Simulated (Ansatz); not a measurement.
## KZnF3 (Pm-3m):Hf_Zn, thermodynamic levels from a 40-atom cell

Aim: at which Fermi levels does Hf_Zn in KZnF3 (Pm-3m) change its charge? The model is a cell of 40 host atoms with 1 Zn taken out and 1 Hf put in.

Program: Ansatz 0.2.0. Level of theory: place-levels on PBEsol runs: charge-transition levels and formation energies with image-charge correction and potential alignment at the atomic sites. Results are calculated unless marked as measured.

Report form: the programs' logs are mostly left out.

**1. The structure**

The cell holds 40 atoms: 8 K, 7 Zn, 24 F and 1 Hf. Cell: a = 8.104 Å, b = 8.104 Å, c = 8.104 Å, α = 90.0°, β = 90.0°, γ = 90.0°. It derives from KZnF3 (space group Pm-3m). Nearest the centre at fractional (0.750, 0.250, 0.250): Hf22 at 0.00 Å, F23 at 2.03 Å, F3 at 2.03 Å, F24 at 2.03 Å, F25 at 2.03 Å, F34 at 2.03 Å, F30 at 2.03 Å, K26 at 3.51 Å.

As a file:

```xyz
40
Lattice="8.1038 0.0000 0.0000 0.0000 8.1038 0.0000 0.0000 0.0000 8.1038" Properties=species:S:1:pos:R:3 pbc="T T T"
K     0.0000    0.0000    0.0000
Zn    2.0260    2.0260    2.0260
F     0.0000    2.0260    2.0260
F     2.0260    0.0000    2.0260
F     2.0260    2.0260    0.0000
K     0.0000    0.0000    4.0519
Zn    2.0260    2.0260    6.0779
F     0.0000    2.0260    6.0779
F     2.0260    0.0000    6.0779
F     2.0260    2.0260    4.0519
K     0.0000    4.0519    0.0000
Zn    2.0260    6.0779    2.0260
F     0.0000    6.0779    2.0260
F     2.0260    4.0519    2.0260
F     2.0260    6.0779    0.0000
K     0.0000    4.0519    4.0519
Zn    2.0260    6.0779    6.0779
F     0.0000    6.0779    6.0779
F     2.0260    4.0519    6.0779
F     2.0260    6.0779    4.0519
K     4.0519    0.0000    0.0000
Hf    6.0779    2.0260    2.0260
F     4.0519    2.0260    2.0260
F     6.0779    0.0000    2.0260
F     6.0779    2.0260    0.0000
K     4.0519    0.0000    4.0519
Zn    6.0779    2.0260    6.0779
F     4.0519    2.0260    6.0779
F     6.0779    0.0000    6.0779
F     6.0779    2.0260    4.0519
K     4.0519    4.0519    0.0000
Zn    6.0779    6.0779    2.0260
F     4.0519    6.0779    2.0260
F     6.0779    4.0519    2.0260
F     6.0779    6.0779    0.0000
K     4.0519    4.0519    4.0519
Zn    6.0779    6.0779    6.0779
F     4.0519    6.0779    6.0779
F     6.0779    4.0519    6.0779
F     6.0779    6.0779    4.0519
```

Screening for the image-charge correction: ε∞ = 2.43, ε0 = 9.94, computed on the host (DFPT, PBEsol).

The cell's shortest repeat is 8.1 Å.

**2. What was run first**

A transition level is the Fermi level at which two charge states cost the same, so each charge needs its own total energy, at its own relaxed structure.

Each atom starts 0.03 Å or so off its site in a random direction: a symmetric start keeps its symmetry, and would miss off-centre moves and Jahn–Teller distortions. Forces are taken at one point at (¼, ¼, ¼). The cell holds 1 electron fewer than the neutral one, with a uniform background that keeps it neutral on the whole. The electron count is odd, so at least one spin is unpaired; this run locks the moment at 1 μB.

One of the inputs; charge, spin and start change from state to state.

The input, qp1_M1.relax/input.yaml:

```yaml
crystal:
  lattice:
    - [4.0519145, 0.0, 0.0]
    - [0.0, 4.0519145, 0.0]
    - [0.0, 0.0, 4.0519145]
  atoms:
    - { symbol: K, position: [0.0, 0.0, 0.0] }
    - { symbol: Zn, position: [0.5, 0.5, 0.5] }
    - { symbol: F, position: [0.0, 0.5, 0.5] }
    - { symbol: F, position: [0.5, 0.0, 0.5] }
    - { symbol: F, position: [0.5, 0.5, 0.0] }
  supercell: [2, 2, 2]
  defects: [{ substitution: { at: 21, symbol: Hf } }]
total_charge: 1
basis:
  ecutwfc: 420
  xc_grid: 2
hamiltonian:
  xc: pbesol
kpoints:
  mp_grid: { grid: [1, 1, 1], shift: [0.25, 0.25, 0.25] }
magnetization:
  spin_polarized: true
  initial_magnetization: 1
  spin_locking: { lock_magnetization: hard }
scf:
  occupations: { method: fixed }
  max_iter: 100
output:
  forces: true
  charged_corrections: { epsilon: 2.43, static_epsilon: 9.94 }
relax:
  f_tol: 0.02
  max_steps: 80
  random_displacement: { amplitude: 0.03, seed: 9065 }
checkpoint:
  write: "../qp1_M1.relax.run"
  compress: false
  write_wavefunctions: true
  write_every: 100000
```

The run is started by

```console
ansatz run input.yaml --threads 2 --pin off --max-ram 3768MiB --backend cpu --events-out ev --progress --plain --runs-dir out
```

The run of this state that the levels use, under PBEsol:

The input, qp1_M1.point/input.yaml:

```yaml
crystal:
  checkpoint: "../qp1_M1.relax.run"
  host: checkpoint
total_charge: 1
basis:
  ecutwfc: 420
  xc_grid: 2
hamiltonian:
  xc: pbesol
kpoints:
  mp_grid: { grid: [1, 1, 1], shift: [0.25, 0.25, 0.25] }
magnetization:
  spin_polarized: true
  initial_magnetization: 1
  spin_locking: { lock_magnetization: hard }
scf:
  occupations: { method: fermi_dirac, width: 0.01 }
  max_iter: 100
output:
  forces: true
  eigenvalues: true
  charged_corrections:
    epsilon: 2.43
    static_epsilon: 9.94
    defect_position: [0.75, 0.25, 0.25]
  eigenstates: { localisation: true }
  populations: true
  efg: {}
checkpoint:
  read: "../qp1_M1.relax.run"
  write: "../qp1_M1.point.run"
  compress: false
  write_wavefunctions: false
  write_every: 100000
```

Relaxations under PBEsol at one point at (¼, ¼, ¼); times on 2 threads of Arm Neoverse V2, shared host:

```tsv
charge	moment (μB)	occupations	outcome	steps	largest displacement against the far atoms (Å)	time
0	0	fixed	not converged	-	-	62 s
0	0	fermi-dirac	converged	11	0.54	1.8 min
+1	1	fixed	converged	16	0.45	4.9 min
+2	0	fixed	converged	13	0.29	1.8 min
```

Single points under PBEsol at one point at (¼, ¼, ¼); times on 2 threads of Arm Neoverse V2, shared host:

```tsv
charge	moment (μB)	occupations	outcome	time
0	0	fermi-dirac	converged	8 s
+1	1	fermi-dirac	converged	25 s
+2	0	fermi-dirac	converged	14 s
```

Distances (Å) from Hf22 to the nearest atoms after relaxation with PBEsol:

```tsv
charge	moment (μB)	1.	2.	3.	4.	5.	6.
0	0	F 1.98	F 1.99	F 1.99	F 1.99	F 1.99	F 1.99
+1	1	F 1.99	F 1.99	F 1.99	F 1.99	F 1.99	F 1.99
+2	0	F 1.98	F 1.98	F 1.98	F 1.98	F 1.99	F 1.99
```

**3. Placing the levels, PBEsol**

A charged cell interacts with its images and the background, and its potential has another zero than the host's. place-levels removes the first by a point-charge model, screened by the static dielectric constant since the ions have relaxed around the charge, and the second by comparing potentials at atoms far from the defect.

The host is a run of the defect-free crystal in the same cutoffs, grids and k-points, so that basis and sampling errors cancel in part in the differences. The host is run in a cell of 5 atoms on a matching mesh. Its band edges are searched through the zone by a band path, so the gap is smaller than, or equal to, that on the mesh. Chemical potentials are energies per atom of Zn (hcp) and Hf (hcp), run with the same functional and cutoff.

The input, levels.point.yaml:

```yaml
host:
  run: host.point.run
states: [q0.point.run, qp1_M1.point.run, qp2.point.run]
geometry_from:
  q0.point.run: q0.relax_smeared.run
  qp1_M1.point.run: qp1_M1.relax.run
  qp2.point.run: qp2.relax.run
chemical_potentials:
  Zn:
    energy: -3280.903852
    dataset: "<sha256 of the dataset>"
  Hf:
    energy: -15598.026498
    dataset: <sha256 of the dataset>
```

The run is started by

```console
ansatz place-levels levels.point.yaml -- --threads 2 --pin off --max-ram 3768MiB
```

Elapsed: 0.13 s, on 2 threads of Arm Neoverse V2, shared host.

Under PBEsol the gap is 3.71 eV, (+2/+1) 3.78 (outside the gap) (with band filling), (+1/0) 3.82 (outside the gap) (with band filling) eV.

Levels between the charges placed, in eV above the valence top:

```tsv
	gap (eV)	(+2/+1)	(+1/0)
PBEsol	3.71	3.78	3.82
```

Corrections by state:

```tsv
charge	moment (μB)	image terms and alignment (eV)	band filling (eV)	ε used	over the lowest of its charge, as the program ranks them, band filling apart (eV)
+2	0.0	2.193	-	9.94	0.000
+1	1.0	0.933	-0.177	9.94	0.000
0	0.0	0.000	-0.608	-	0.000
```

From the program's caveats on the states, each cut to its opening words:

- charge +2, +1 (1 μB): how wide its charge is, is not read beside other atoms or cores, and a band state would take no correction
- charge +2: its alignment with the host at atomic sites is doubtful: the mean over the far sites moves by +0.1988 eV from their farther parts to their nearer, more than [...]
- charge +1 (1 μB): a band-filling correction moves a carrier to the host's band edge, which changes its energy by -0.177 eV
- charge +1 (1 μB): its alignment with the host at atomic sites is doubtful: the mean over the far sites moves by +0.1466 eV from their farther parts to their nearer, more than [...]
- charge +1 (1 μB): flagged: stability check not made
- charge 0: a band-filling correction moves a carrier to the host's band edge, which changes its energy by -0.608 eV
- charge 0: its alignment with the host at atomic sites is doubtful: the mean over the far sites moves by +0.0992 eV from their farther parts to their nearer, more than [...]

Formation energies (eV), elemental references (Δμ(Zn) = 0.00 eV, Δμ(Hf) = 0.00 eV):

```tsv
charge	Fermi level at the valence top	at the conduction bottom
+2	-8.35	-0.93
+1	-4.57	-0.87
0	-0.76	-0.76
```

**4. Levels against the band edges, r2SCAN**

r2SCAN on the same structure is run to see how far the result rests on the functional, though not on the errors that semilocal functionals share.

qp1_M1.r2scan/input.yaml, as its differences from qp1_M1.point/input.yaml of step 2:

```diff
@@ -5,6 +5,6 @@
 basis:
-  ecutwfc: 420
+  ecutwfc: 500
   xc_grid: 2
 hamiltonian:
-  xc: pbesol
+  xc: r2scan
 kpoints:
@@ -25,8 +25,4 @@
     defect_position: [0.75, 0.25, 0.25]
-  eigenstates: { localisation: true }
-  populations: true
-  efg: {}
 checkpoint:
-  read: "../qp1_M1.relax.run"
-  write: "../qp1_M1.point.run"
+  write: "../qp1_M1.r2scan.run"
   compress: false
```

Run time: 1.8 min. Hardware: 2 threads; peak memory 1.9 GiB.

The input, levels.r2scan.yaml:

```yaml
host:
  run: host.r2scan.run
states: [q0.r2scan.run, qp1_M1.r2scan.run, qp2.r2scan.run]
geometry_from:
  q0.r2scan.run: q0.relax_smeared.run
  qp1_M1.r2scan.run: qp1_M1.relax.run
  qp2.r2scan.run: qp2.relax.run
chemical_potentials:
  Zn:
    energy: -3325.668103
    dataset: "<sha256 of the dataset>"
  Hf:
    energy: -15733.062138
    dataset: <sha256 of the dataset>
```

The run is started by

```console
ansatz place-levels levels.r2scan.yaml -- --threads 2 --pin off --max-ram 3768MiB
```

Elapsed: 0.13 s, on 2 threads.

Under r2SCAN the gap is 4.63 eV, (+2/+1) 4.75 (outside the gap) (with band filling), (+1/0) 4.79 (outside the gap) (with band filling) eV; the stage before (PBEsol) gave a gap of 3.71 eV and levels within 0.98 eV of these.

**5. place-levels, PBE**

PBE on the same structure is run to see how far the result rests on the functional, though not on the errors that semilocal functionals share.

qp1_M1.pbe/input.yaml, as its differences from qp1_M1.r2scan/input.yaml of step 4:

```diff
@@ -5,6 +5,6 @@
 basis:
-  ecutwfc: 500
+  ecutwfc: 420
   xc_grid: 2
 hamiltonian:
-  xc: r2scan
+  xc: pbe
 kpoints:
@@ -26,3 +26,4 @@
 checkpoint:
-  write: "../qp1_M1.r2scan.run"
+  read: "../qp1_M1.relax.run"
+  write: "../qp1_M1.pbe.run"
   compress: false
```

The job ended after 26 s (2 threads; peak memory 1.4 GiB).

The input, levels.pbe.yaml:

```yaml
host:
  run: host.pbe.run
states: [q0.pbe.run, qp1_M1.pbe.run, qp2.pbe.run]
geometry_from:
  q0.pbe.run: q0.relax_smeared.run
  qp1_M1.pbe.run: qp1_M1.relax.run
  qp2.pbe.run: qp2.relax.run
chemical_potentials:
  Zn:
    energy: -3319.026071
    dataset: "<sha256 of the dataset>"
  Hf:
    energy: -15721.362976
    dataset: <sha256 of the dataset>
```

The run is started by

```console
ansatz place-levels levels.pbe.yaml -- --threads 2 --pin off --max-ram 3768MiB
```

Elapsed: 0.13 s, on 2 threads.

Under PBE the gap is 3.86 eV, (+2/+1) 3.88 (outside the gap) (with band filling), (+1/0) 3.93 (outside the gap) (with band filling) eV; the stage before (r2SCAN) gave a gap of 4.63 eV and levels within 0.87 eV of these.

**6. Cost and result**

Levels between neighbouring charges, in eV above each run's own valence top:

```tsv
	gap (eV)	(+2/+1)	(+1/0)	CPU time a state at this stage (restarts are quicker than cold starts)
PBEsol, (¼, ¼, ¼)	3.71	3.78	3.82	30 s
r2SCAN on PBEsol structures, (¼, ¼, ¼)	4.63	4.75	4.79	1.7 min
PBE on PBEsol structures, (¼, ¼, ¼)	3.86	3.88	3.93	35 s
```

**7. Outcome**

| Property | Result |
| --- | --- |
| gap of the host | 3.71 eV (PBEsol) |
| level (plus 2/plus 1) | 3.78 eV above the valence top, past the conduction bottom (3.95 eV above the valence top without the band-filling term) |
| level (plus 1/0) | 3.82 eV above the valence top, past the conduction bottom (4.25 eV above the valence top without the band-filling term) |
| lowest of the charges placed, just above the valence top (0.02 eV) | +2 |
| lowest of the charges placed, just below the conduction bottom (0.02 eV) | +2 |
| lowest formation energy at mid-gap of the charges run, elemental references | -4.64 eV |

**Reading.** Of the charges placed (0, +1 and +2), +2 is the lowest from 0.02 eV above the valence top to 0.02 eV below the conduction bottom, a gap of 3.71 eV. Charges above +2 and below 0 were not placed, so these runs say nothing of levels that involve them. States placed: +2 at 0 μB; +1 at 1 μB; 0 at 0 μB. Other spin states or structures, where not listed, weren't placed. The program finds carriers beyond a band edge of the host and adds a band-filling term at charge 0 (-0.61 eV) and +1 (-0.18 eV); steps to such a charge show no bound level, and a defect level inside a band would be read the same way. Corrections reach 2.2 eV, so the cell is small for these charges and their levels are rough. Hf is taken at its element; compounds, which aren't counted here, bound the chemical potentials and would shift these formation energies. The lowest formation energy (elemental references) is negative across the gap, so the defect would form by itself: these chemical potentials lie beyond what competing compounds allow, or the host is unstable against it. Charge 0 ran without spin polarisation alone, with filled and empty levels under 1 eV apart; a triplet, if lower, would move its levels. The program doubts the alignment of potentials for at least one state, a sign that the cell is small. Keep in mind: one k-point off the zone centre stands for the whole zone; the images are only 8.1 Å apart; PBEsol makes the gap too small and tends to spread out bound carriers; where a gas molecule sets a chemical potential or the host's formation energy, its binding is uncorrected; spin–orbit coupling, which can matter with heavy atoms, is left out.

[Logs are printed without paths, hosts, clocks, repeated set-up lines and the standing remarks that a program may print on its own settings, such as how far it seeks lower states.]

[Hosts, paths, dates, database ids (printed as entryN), source tags and the programs' standing remarks are cut or masked in the printed files.]

[Where a table of states has a column of steps, it counts the stored structures, which are thinned; the runs took as many ionic steps or more.]

[A defect's name tells the site on which it was built; relaxed atoms can leave that site.]

[For some hosts the program warned that the k-mesh of the response run may be too coarse for force constants and the static dielectric constant; such warnings are not shown here.]
